**Question: Which levels of theory really break "more exact exchange, larger gap" in Bi2Se3, and can a spin-orbit shift from PBE correct the hybrids?**

I need a band gap of Bi2Se3 for a model of a thin film, and I have the same crystal at several levels of theory:

Bi2Se3 in the tetradymite structure (R-3m, conventional a = 4.142 Å, c = 29.263 Å), computed with Ansatz 0.2.0, plane-wave PAW, without spin polarisation, in one fixed cell relaxed with r2SCAN+rVV10. Only PBE+SOC includes spin-orbit coupling. The k mesh is 8×8×8 for PBE, r2SCAN, PBE+SOC and LDA, and 4×4×4 for HSE06 and PBE0; for DDH-PBE0 and r2SCANh I don't have it.

| level of theory | band gap (eV) | rough cost in core time (min) |
| --- | --- | --- |
| PBE | 0.344 | 0.53 |
| r2SCAN | 0.622 | 0.85 |
| HSE06 | 0.792 | 6.9 |
| PBE+SOC | 0.204 | 4.3 |
| PBE0 | 1.351 | 7.1 |
| LDA | 0.218 | 0.38 |
| DDH-PBE0 | 0.545 | 12 |
| r2SCANh | 0.977 | 9.9 |

I had learned that semilocal functionals such as PBE give gaps that are too small, and that mixing in exact exchange opens them. PBE0 fits that rule. But HSE06 contains the same quarter of exact exchange and ends up far lower, DDH-PBE0 has PBE0 in its name and lies lower still, and spin-orbit coupling (SOC) pulls PBE down instead of up. Which of these rows really break the rule, by how much, and why? And may I take the 0.14 eV between PBE and PBE+SOC off the hybrid gaps to correct them?

**Answer**

Measured against their own parent functionals, two rows break it: HSE06, because its exact exchange has a short reach, and PBE+SOC, because spin-orbit coupling pulls the band edges together and, in all likelihood, past each other. DDH-PBE0 is probably no exception at all. As for the correction, please don't subtract the 0.14 eV; the reason comes out of the second break.

**The rule as a straight line**

Start from the limit of no exact exchange. In PBE an electron feels a local exchange potential, which is the same function of position for occupied and empty states. Exact exchange does distinguish them: an occupied state is lowered strongly by its exchange with the occupied states, itself included, while an empty state overlaps with them less and gains less. If a fraction $a$ of the local exchange is replaced by exact exchange, and the orbitals hardly change, the gap grows in proportion:

$$E_\mathrm{gap}(a) = E_\mathrm{gap}(0) + a\,S .$$

Here $E_\mathrm{gap}(0)$ is the gap of the parent functional without exact exchange, and $S$ is the widening per unit fraction. PBE and PBE0 ($a = 0.25$) fix the slope at $S \approx 4.0$ eV. Those two rows therefore lie on the line by construction.

The row that can test it is r2SCANh, which mixes 10 % of exact exchange into r2SCAN. The line puts it at $0.622 + 0.10 \times 4.03 = 1.025$ eV, which is 0.05 eV above the computed gap, or about 13 % of the widening that had to be predicted. If the widening were proportional to the parent's gap as well as to $a$, the same row would come out at 1.35 eV, far too high. One row is a thin test, but it favours the plain sum over that rival, and it gives a scale for what counts as a break.

Note that the line must start from the right parent. The r2SCAN gap already lies above the PBE gap by as much as 7 % of exact exchange would give. A plausible reason is that r2SCAN depends on the kinetic-energy density of the orbitals, so that its potential, too, acts differently on different states.

**First break: HSE06 cuts off the long range**

HSE06 lies 0.56 eV below the line, more than ten times the miss of r2SCANh. It has the fraction of PBE0, but keeps exact exchange only at short distances. The part it drops is governed by the interaction $\mathrm{erf}(\omega r)/r$, where $r$ is the distance between two electrons and $1/\omega$ sets where short range ends. With the usual $\omega$ of about 0.11 per bohr, that is roughly 5 Å, not quite two Bi–Se bonds.

Two limits show how much this can cost. If the exchange hole around an electron were much wider than 5 Å, most of it would lie where the interaction is already weak, and dropping the long-range part would cost little energy. If the hole were much tighter, the interaction would be nearly constant across it, with its value at zero distance, $2\omega/\sqrt{\pi}$. Long-range exchange would then lower each occupied state by that amount times $a$ and leave the empty states where they are.

The second limit is a ceiling, and it can be worked out with one hartree taken as 27.2 eV:

$$a\,\frac{2\omega}{\sqrt{\pi}} = 0.25 \times \frac{2 \times 0.11}{\sqrt{\pi}} \times 27.2\ \mathrm{eV} \approx 0.84\ \mathrm{eV}.$$

The computed shortfall is about two thirds of this. So the loss has the size that a fairly compact exchange hole would give. The comparison assumes that the local exchange which HSE06 puts back at long range moves both band edges about equally.

The k mesh matters at this point. HSE06 and PBE0 were run on a coarser mesh than PBE, and long-range exchange converges slowly with the mesh, most of all in PBE0. Both the slope and the shortfall could therefore shift on a denser mesh, by an amount that these runs don't show. The same doubt hangs over the small miss of r2SCANh, whose mesh isn't given.

**Why DDH-PBE0 is low without being a break**

Now think of two charges far apart in the crystal. Their interaction is weakened by the electronic dielectric constant $\varepsilon$, so the exact exchange that suits the long range is about $1/\varepsilon$. PBE0 keeps a quarter there, as if $\varepsilon$ were 4, whereas HSE06 keeps none. A dielectric-dependent hybrid such as DDH-PBE0 takes its fraction from the material itself.

Read backwards, the line turns the DDH-PBE0 gap into a fraction of about 5 %, or $\varepsilon \approx 20$. That is a sensible size for Bi2Se3, whose electronic dielectric constant is, as a rough recalled figure, 20 to 30. The fraction used in the run isn't in the table, so this agreement is only a weak test of the line. It does suggest that the low gap needs no new cause: in a crystal that screens this strongly, the quarter in PBE0 is simply a lot.

**Second break: spin-orbit coupling probably takes the gap through zero**

PBE+SOC has no exact exchange, so the line would leave it at the PBE gap. Imagine turning the coupling up from nothing. At first the empty edge, mainly Bi 6p, comes down towards the occupied edge, mainly Se 4p, and the gap shrinks. At Γ, where both edges lie in these runs, the two states have opposite parity and don't repel each other. They can meet, cross, and separate again in reversed order.

A table of gaps prints only the distance between the edges, not their order. If they haven't crossed, the coupling has moved them by $0.344 - 0.204 = 0.14$ eV. If they have, it has moved them by $0.344 + 0.204 = 0.55$ eV. The two gaps alone fit either case, but Bi2Se3 is an established topological insulator, and it owes this to inverted edges at Γ. The strong coupling in the 6p shell of bismuth, of the order of an electronvolt, also makes the larger movement the natural one. One caution remains: the cell used here is a little longer along c than the measured crystal, which can shift every gap, so the order in this very run remains an inference until the parities of the two edges are checked.

This is why the 0.14 eV is no correction. If the edges have crossed, it is only the difference between the old gap and the reopened one, while the coupling has moved the edges by 0.55 eV. LDA shows the trap well: its gap is within 0.02 eV of PBE+SOC, yet it belongs to the ordinary order of the edges and the other, by this argument, to the reversed one. The match is a coincidence.

A crossing would also turn your rule around. Call the movement due to spin-orbit coupling $P$. Once the edges are inverted, their distance at Γ is $P - E_0$, where $E_0$ is the gap without the coupling. If $P$ stays the same, anything that raises $E_0$, exact exchange included, then makes the gap at Γ smaller, until it closes and the ordinary order returns. Where a given hybrid ends up has to be calculated with the coupling switched on at that same level, because $P$ was obtained here only with PBE.

**What to put into the film model**

Don't take a hybrid gap from this table as an improved version of the PBE+SOC gap. The hybrids here were run without spin-orbit coupling and describe the uninverted crystal, and for Bi2Se3 the inversion decides more than the size of the gap does. It brings conducting states to the surfaces of the film, so a film that is thick enough for its two faces not to interact conducts there even if its interior is free of carriers. A model that treats the film as a plain semiconductor with a gap of 0.8 eV would lack that path altogether.

Of these rows, PBE+SOC is the one that contains the right physics for the order of the edges. Treat its 0.20 eV as an upper limit for that level of theory in this cell, since inverted edges often lie slightly off Γ, where a mesh can miss them. The printed output after this answer gives the line, the ceiling and both readings of the spin-orbit shift.

Printed output of the fit:

```
PBE0 gap less PBE gap in eV: 1.007
slope of the line in eV per unit fraction of exact exchange: 4.028
line prediction for r2SCANh in eV: 1.025
line prediction less computed gap for r2SCANh in eV: 0.0478
multiplying rival prediction for r2SCANh in eV: 1.35
multiplying rival less computed gap for r2SCANh in eV: 0.3733
r2SCANh gap less r2SCAN gap in eV: 0.355
HSE06 gap less PBE gap in eV: 0.448
HSE06 shortfall below the full-range line in eV: 0.559
HSE06 shortfall as percentage of the PBE to PBE0 shift: 55.51
ceiling for the long-range exchange part of the gap in eV: 0.8444
HSE06 shortfall over that ceiling: 0.662
PBE gap less PBE+SOC gap in eV: 0.14
signed change at Gamma if the edges are inverted in eV: 0.548
DDH-PBE0 gap less PBE gap in eV: 0.201
fraction of exact exchange implied for DDH-PBE0 by the line: 0.0499
inverse of that implied fraction: 20.04
r2SCAN gap less PBE gap in eV: 0.278
fraction of exact exchange on the PBE line that gives the r2SCAN gap: 0.06902
PBE gap less LDA gap in eV: 0.126
LDA gap less PBE+SOC gap in eV: 0.014
```
